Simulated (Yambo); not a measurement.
Input of a Yambo 5.3.0 run:

optics1.in

```
optics
chi
Chimod= "HARTREE"
% BndsRnXd
 1 | 35 |
%
NGsBlkXd= 1 Ry
% LongDrXd
 1 | 1 | 0 |
%
% QpntsRXd
 1 | 1 |
%
% EnRngeXd
 0 | 10 | eV
%
% DmRngeXd
 0.05 | 0.05 | eV
%
ETStpsXd= 200
```

Contents of scf.in:

```
&CONTROL
  calculation = 'scf'
  prefix = 'pwscf'
  outdir = './tmp'
  pseudo_dir = './pseudo'
/
&SYSTEM
  ibrav = 0
  nat = 2
  ntyp = 2
  ecutwfc = 80
  nbnd = 22
  occupations = 'smearing'
  smearing = 'fd'
  degauss = 0.00367493
  force_symmorphic = .true.
/
&ELECTRONS
  conv_thr = 4d-10
  electron_maxstep = 120
  mixing_beta = 0.5
/
ATOMIC_SPECIES
Pb   207.2000 Pb.upf
Te   127.6000 Te.upf
CELL_PARAMETERS bohr
   0.0000000000    6.1057051087    6.1057051087
   6.1057051087    0.0000000000    6.1057051087
   6.1057051087    6.1057051087    0.0000000000
ATOMIC_POSITIONS bohr
Pb     0.0000000000    0.0000000000    0.0000000000
Te     6.1057051087    6.1057051087    6.1057051087
K_POINTS automatic
12 12 12 0 0 0
```

nscf.in

```
&CONTROL
  calculation = 'nscf'
  prefix = 'pwscf'
  outdir = './tmp'
  pseudo_dir = './pseudo'
/
&SYSTEM
  ibrav = 0
  nat = 2
  ntyp = 2
  ecutwfc = 80
  nbnd = 35
  occupations = 'fixed'
  force_symmorphic = .true.
/
&ELECTRONS
  conv_thr = 1d-08
  diago_full_acc = .true.
  diago_thr_init = 1d-06
/
ATOMIC_SPECIES
Pb   207.2000 Pb.upf
Te   127.6000 Te.upf
CELL_PARAMETERS bohr
   0.0000000000    6.1057051087    6.1057051087
   6.1057051087    0.0000000000    6.1057051087
   6.1057051087    6.1057051087    0.0000000000
ATOMIC_POSITIONS bohr
Pb     0.0000000000    0.0000000000    0.0000000000
Te     6.1057051087    6.1057051087    6.1057051087
K_POINTS automatic
12 12 12 0 0 0
```

Potentials or basis: PseudoDojo 0.4.1 SR PBE standard.

Command:

```bash
$ OMP_NUM_THREADS=1 pw.x -in scf.in > scf.out
$ OMP_NUM_THREADS=1 pw.x -in nscf.in > nscf.out
$ cd tmp/pwscf.save; p2y; mv SAVE ../..; cd ../..
$ OMP_NUM_THREADS=1 yambo
$ OMP_NUM_THREADS=1 yambo -F optics1.in -J optics1 -C optics1_out
```

(1) What does it give for the absorption peak?

(2) Estimate the electronic dielectric constant along the field.

(3) Predict the electronic dielectric constant along the field, independent particles.

Answers

(1) 1.91 eV.

(2) 28.09.

(3) 29.15.

Caveat: these spectra lack excitons; spin-orbit coupling is left out, which as a rule narrows the gap of such compounds by several tenths of an eV.

**The experiment to reproduce.**

From a printed reference work, monograph, for a bulk crystal of TePb at 4.2 K: band gap 0.19 eV (direct).

Measured gap of TePb: 0.19 eV (direct; 4.2 K; a printed reference work, monograph). This calculation gives 0.74 eV (+0.55 eV). Spin-orbit coupling on Pb, Te is left out. The value is that of PBE on a finite k mesh, which can miss the band edges, without temperature or zero-point motion.
